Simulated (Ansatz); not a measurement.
Reaction (hydrogen abstraction from a Ge–H bond): `[GeH3][Br]` + `F[C](F)F`• → `[GeH2][Br]`• + trifluoromethane

Calculated with Ansatz (gas phase, PBE0-D4/def2-TZVP geometries, no zero-point term in ΔE). CCSD(T)/CBS adds triple-zeta CCSD(T) − MP2 to the extrapolated MP2 energy (def2 sets, frozen cores). This one scheme is used for every species. DFT in def2-TZVPP. Open shells (•) are unrestricted, without spin–orbit coupling. For Br, Ge outer-core shells are correlated without core-valence functions, which leaves a few kJ/mol of doubt a bond. Scalar relativity is left out up to krypton.

```csv
level,ΔE (kJ/mol)
BLYP-D4,-103.3
CCSD/def2-SVP,-99.8
```

(1) What does CCSD(T)/CBS give? (Estimate.)

Largest T1 diagnostic among the species: 0.014.

Results:

(1) Computed: -102.6 kJ/mol. The listed levels differ from it by -0.7, 2.8 kJ/mol.

Leaving LDA and LC-ωPBE aside and taking each functional with its dispersion term where it has one, the values, not all of them listed here, spread over 15.7 kJ/mol, from ωB97M-V to r2SCAN-D4. LDA lies −6.3 kJ/mol from PBE without D4. In def2-TZVPP, CCSD(T) changes the Hartree–Fock value by −17.2 kJ/mol (the triples alone add −0.9 kJ/mol) and MP2 by −20.8 kJ/mol.

CCSD(T)/CBS has its own doubt, a few kJ/mol and more with outer-core shells, so smaller differences from it don't rank the levels.
